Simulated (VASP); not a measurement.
Input of a VASP 6.6.1 run:

File INCAR:

```
SYSTEM = TiTe2
PREC = Accurate ; ENCUT = 600
EDIFF = 1E-7 ; ISMEAR = 0
SIGMA = 0.03 ; LREAL = .FALSE.
LASPH = .TRUE. ; NELM = 80
ALGO = Normal ; ISIF = 3
LWAVE = .FALSE. ; LCHARG = .FALSE.
GGA = PE ; IBRION = 2
NSW = 90 ; EDIFFG = -0.005
LATTICE_CONSTRAINTS = .TRUE. .TRUE. .FALSE.
```

File KPOINTS:

```
regular mesh
0
G
  9 9 1
  0 0 0
```

POSCAR

```
TiTe2                                   
1.0
    3.7427838879     -0.0000000000      0.0000000000
   -1.8713919439      3.2413459277      0.0000000000
    0.0000000000      0.0000000000     21.4153488000
  Te              Ti            
     2     1
Direct
     0.3333333300000021    0.6666666699999979    0.4181798701694036
     0.6666666699999979    0.3333333300000021    0.5818201298305965
     0.0000000000000000    0.0000000000000000    0.5000000000000000
```

Potentials or basis: VASP PAW PBE potentials, release 64 (Te, Ti_sv).

Launch:

```sh
$ cat potpaw_PBE.64/Te/POTCAR potpaw_PBE.64/Ti_sv/POTCAR > POTCAR
$ mpirun -np 1 vasp_std > vasp.out
```

Question: Predict the space group after relaxing (to 0.05 Å).

Answer: P-3m1 (No. 164).

Question: What does it give for the band gap on the k mesh?

Answer: None (metal or under the smearing width).

Question: Estimate the relaxed volume.

Answer: 86.59 Å³/atom.

Forces on the atoms (eV/Å):
```
Te   0.000  0.000  0.002
Te   0.000  0.000 -0.002
Ti   0.000  0.000  0.000
```

The run has no spin-orbit coupling, so splittings on Te are missing.
